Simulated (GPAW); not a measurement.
# Te2Pt (Moncheite) (P-3m1) in GPAW: equation of state

Aim: energy against volume of Te2Pt (Moncheite) in PBEsol, for its equilibrium volume and stiffness.

Everything below comes from runs of GPAW 26.7.0. Logs are shortened: lines on timing, memory, paths and dates and some standing lists are left out, and cuts for length are marked. The log counts tension as positive stress, the text compression.

**1. The crystal as given**

Symmetry: P-3m1, No. 164, trigonal system. The conventional cell has a = 4.010 Å, b = 4.010 Å, c = 5.201 Å, α = 90.00°, β = 90.00°, γ = 120.00°. Around Pt (site symmetry -3m) lie 6 Te at 2.66 Å. Around Te (site symmetry 3m) lie 3 Pt at 2.66 Å.

**2. Equation of state, PBEsol**

File run.py:

```python
from ase import Atoms
from ase.eos import EquationOfState
from ase.io import Trajectory
from ase.units import GPa
from ase.parallel import parprint
from gpaw import GPAW, PW, setup_paths

setup_paths.insert(0, '.')

atoms = Atoms(['Pt', 'Te', 'Te'],
              cell=[[4.01, 0.0, 0.0],
                    [-2.005, 3.4727618692, 0.0],
                    [0.0, 0.0, 5.201]],
              scaled_positions=[[0.0, 0.0, 0.0],
                                [0.6666666667, 0.3333333333, 0.75],
                                [0.3333333333, 0.6666666667, 0.25]],
              pbc=True)

traj = Trajectory('eos.traj', 'w')
volumes, energies = [], []
for x in [0.94, 0.96, 0.98, 1.0, 1.02, 1.04, 1.06]:
    a = atoms.copy()
    a.set_cell(atoms.cell * x**(1 / 3), scale_atoms=True)
    calc = GPAW(mode=PW(600),
                xc='PBEsol',
                kpts={'size': (8, 8, 5), 'gamma': True},
                occupations={'name': 'fermi-dirac', 'width': 0.05},
                nbands=26,
                convergence={'density': 1e-05, 'energy': 1e-05},
                maxiter=150,
                txt=f'eos-{x:.2f}.txt')
    a.calc = calc
    energies.append(a.get_potential_energy(force_consistent=True))
    volumes.append(a.get_volume())
    p = -a.get_stress()[:3].mean() / GPa
    calc.write(f'eos-{x:.2f}.gpw')
    traj.write(a)
    parprint(f'{x:.2f} {volumes[-1]:10.4f} A^3 {energies[-1]:14.6f} eV {p:9.3f} GPa', flush=True)

v0, e0, B = EquationOfState(volumes, energies, eos='birchmurnaghan').fit()
parprint(f'V0 = {v0:.4f} A^3, E0 = {e0:.6f} eV, B0 = {B / GPa:.2f} GPa')
```

Potentials or basis: PAW data sets generated in the run's folder for this functional, pw.

Command:

```
$ gpaw-setup -f PBEsol Pt Te
$ OMP_NUM_THREADS=1 mpirun -n 4 gpaw python run.py
```

What it wrote:

```text
__  _  _
 | _ |_)|_||  |
 |__||  | ||/\| - 26.7.0

Input parameters:
  mode=PW(ecut=600.0),
  convergence={'density': 1e-05, 'energy': 1e-05},
  kpts=MonkhorstPack(size=(8, 8, 5), gamma=True),
  maxiter=150,
  nbands=26,
  occupations=Occupations(name='fermi-dirac', width=0.05),
  xc=XC(name='PBEsol')

Diagonalizing LCAO Hamiltonian
Converting LCAO to pw mode

             Te

         Te

       Pt

Atoms  # Å, Bohr magnetons
|   | symbol |         x |        y |        z |    initial magnetic moments |
|---|--------|-----------|----------|----------|-----------------------------|
| 0 |     Pt |  0.000000 | 0.000000 | 0.000000 | ( 0.0000,  0.0000,  0.0000) |
| 1 |     Te |  1.964070 | 1.133956 | 3.821121 | ( 0.0000,  0.0000,  0.0000) |
| 2 |     Te | -0.000000 | 2.267913 | 1.273707 | ( 0.0000,  0.0000,  0.0000) |

Unit cell  # Å
| periodic |         x |        y |        z |  lengths |     angles |
|----------|-----------|----------|----------|----------|------------|
|      yes |  3.928140 | 0.000000 | 0.000000 | 3.928140 |  90.000000 |
|      yes | -1.964070 | 3.401869 | 0.000000 | 3.928140 |  90.000000 |
|      yes |  0.000000 | 0.000000 | 5.094827 | 5.094827 | 120.000000 |

Number of symmetries: 12
Symmetry operations  # r_c * U_cc + t_c -> r_c
|    | kind |            matrix            |
|----|------|------------------------------|
|  0 |  σ   |  1, 1, 0,  0,-1, 0,  0, 0, 1 |
|  1 |  S6  |  1, 1, 0, -1, 0, 0,  0, 0,-1 |
|  2 |  E   |  1, 0, 0,  0, 1, 0,  0, 0, 1 |
|  3 |  C2  |  1, 0, 0, -1,-1, 0,  0, 0,-1 |
|  4 |  C2  |  0, 1, 0,  1, 0, 0,  0, 0,-1 |
|  5 |  C3  |  0, 1, 0, -1,-1, 0,  0, 0, 1 |
|  6 |  S6  |  0,-1, 0,  1, 1, 0,  0, 0,-1 |
|  7 |  σ   |  0,-1, 0, -1, 0, 0,  0, 0, 1 |
|  8 |  σ   | -1, 0, 0,  1, 1, 0,  0, 0, 1 |
|  9 |  i   | -1, 0, 0,  0,-1, 0,  0, 0,-1 |
| 10 |  C3  | -1,-1, 0,  1, 0, 0,  0, 0, 1 |
| 11 |  C2  | -1,-1, 0,  0, 1, 0,  0, 0,-1 |

BZ-sampling:
  Number of BZ points: 320
  Number of IBZ points: 40

  Monkhorst-Pack size: [8, 8, 5]
  Monkhorst-Pack shift: [0.0625, 0.0625, 0.0]

K-points  # in reciprocal-cell coordinates
|     |                                coordinates |     weight |
|-----|--------------------------------------------|------------|
|   0 | (  0.00000000,   0.00000000,   0.00000000) | 0.00312500 |
|   1 | (  0.00000000,   0.00000000,   0.20000000) | 0.00625000 |
|   2 | (  0.00000000,   0.00000000,   0.40000000) | 0.00625000 |
|   3 | (  0.12500000,   0.00000000,  -0.40000000) | 0.01875000 |
|   4 | (  0.12500000,   0.00000000,  -0.20000000) | 0.01875000 |
|   5 | (  0.12500000,   0.00000000,   0.00000000) | 0.01875000 |
|   6 | (  0.12500000,   0.00000000,   0.20000000) | 0.01875000 |
|   7 | (  0.12500000,   0.00000000,   0.40000000) | 0.01875000 |
|   8 | (  0.25000000,  -0.12500000,   0.00000000) | 0.01875000 |
|   9 | (  0.25000000,  -0.12500000,   0.20000000) | 0.03750000 |
| ... |                                            |            |
|  39 | (  0.50000000,   0.50000000,   0.40000000) | 0.01875000 |

Plane wave coefficients: 2286
Cutoff: 600.0 eV

Spin-components: 1 (collinear spins)
Bands:           26
Projectors:      16
Spin-degeneracy: 2
Datatype:        complex128

Parallelization:
  kpt:    4
  domain: 1
  band:   1

Density:
  Valence electrons: 28.0
  Components: 1
  Grid points: [24 24 30]
  Charge: 0.0  # |e|

Potential:
  Grid points: [24 24 30]

species:
  Pt:
    name:    Platinum
    Z:       78.0
    valence: 16
    core:    62
    charge:  0.0  # [|e|]
    compensation charges:
      type: gauss
      rc: 0.41  # [Å]
      lmax: 2
    cutoffs:
      filter: 2.26  # [Å]
      core: 2.26  # [Å]
    projectors
    | kind |    occ | energy [eV] | rcut [Å] |
    |------|--------|-------------|----------|
    |   6s |  1.000 |      -5.666 |    1.307 |
    |   5p |  6.000 |     -56.073 |    1.371 |
    |   6p |  0.000 |      -0.783 |    1.371 |
    |   5d |  9.000 |      -6.179 |    1.307 |
    |    s |        |      21.545 |    1.307 |
    |    d |        |      21.032 |    1.307 |

    Using partial waves for Pt as LCAO basis

  Te:
    name:    Tellurium
    Z:       52.0
    valence: 6
    core:    46
    charge:  0.0  # [|e|]
    compensation charges:
      type: gauss
      rc: 0.36  # [Å]
      lmax: 2
    cutoffs:
      filter: 2.09  # [Å]
      core: 3.17  # [Å]
    projectors
    | kind |    occ | energy [eV] | rcut [Å] |
    |------|--------|-------------|----------|
    |   5s |  2.000 |     -15.132 |    1.180 |
    |   5p |  4.000 |      -5.970 |    1.196 |
    |    s |        |      12.080 |    1.180 |
    |    p |        |      21.241 |    1.196 |
    |    d |        |       0.000 |    1.238 |

    Using partial waves for Te as LCAO basis

Reference energy: -869659.408158  # eV

eigensolver:
[... 26 lines left out ...]
convergence criteria:
- Maximum integral of absolute [dens]ity change: 1e-05 electrons / valence electron
- Maximum [total energy] change in last 3 cyles: 1e-05 eV / valence electron
- Maximum integral of absolute [eigenst]ate change: 4e-08 eV^2 / valence electron
maximum number of iterations: 150

SCF iterations
|iter     | |      energy | eigst |  dens |
|---------|-|-------------|-------|-------|
|iter:   1| |  -16.085281 | +0.30 |       |
|iter:   2| |  -15.919264 | -1.87 | -1.15 |
|iter:   3| |  -15.549376 | -2.12 | -1.20 |
|iter:   4| |  -15.508320 | -3.16 | -1.58 |
|iter:   5| |  -15.501016 | -3.60 | -2.01 |
|iter:   6| |  -15.500894 | -4.52 | -2.65 |
|iter:   7| |  -15.500961c| -5.07 | -3.14 |
|iter:   8| |  -15.500969c| -6.23 | -3.81 |
|iter:   9| |  -15.500969c| -7.76c| -4.55 |
|iter:  10| |  -15.500969c| -8.14c| -4.87 |
|iter:  11| |  -15.500969c| -9.32c| -6.12c|

Converged in 11 steps
Energy contributions relative to reference atoms: (reference = -869659.408158)

Energy contributions:
  Kinetic:          28.625499
  Coulomb:         -25.814734
  Zero:             -0.486059
  External:          0.000000
  Xc:              -17.818580
  Entropy:          -0.014187
  Spinorbit:         0.000000
  ----------------------------
  Free energy:     -15.508062
  Extrapolated:    -15.500969

dipole moment: (-6.771983, -11.729419, -17.566626)  # |e|*Ang

Fermi level: 9.863
Eigenvalues  # (at kpt = [0.000, 0.000, 0.000])
| band index |      eig [eV] | occ [0-2] |
|------------|---------------|-----------|
|          0 |       -44.250 |     2.000 |
|        ... |               |           |
|          5 |         2.311 |     2.000 |
|          6 |         3.157 |     2.000 |
|          7 |         3.157 |     2.000 |
|          8 |         5.341 |     2.000 |
|          9 |         5.341 |     2.000 |
|         10 |         6.803 |     2.000 |
[... 8 lines left out ...]
|         19 |        15.607 |     0.000 |
|         20 |        19.142 |     0.000 |
|        ... |               |           |
|         25 |        19.991 |     0.000 |

No gap
No difference between direct/indirect transitions

Stress tensor  # eV/Ang^3
|         x |         y |         z |
|-----------|-----------|-----------|
| -0.082927 |  0.000000 |  0.000000 |
|  0.000000 | -0.082927 | -0.000000 |
|  0.000000 |  0.000000 | -0.057619 |

# Writing to eos-0.94.gpw (mode='')
```

Run time: 97 s. Hardware: 4 MPI ranks of Arm Neoverse V1, shared host; peak memory 0.32 GiB.

Results:

```
Equilibrium volume                        : 24.84 Å³/atom
Bulk modulus at fixed shape and positions : 106 GPa
Pressure derivative of the bulk modulus   : 4.9
```

Energy against volume, from the lowest point:
```
volume (Å³/atom)  energy (meV/atom)
          22.694              72.68
          23.177              41.63
          23.660              19.81
          24.143               6.23
          24.626               0.00
          25.108               0.32
          25.591               6.47
```

Caveat: the cell was scaled at fixed shape and fractional positions, which overstates the stiffness of a crystal with free parameters, most of all of layers and chains.
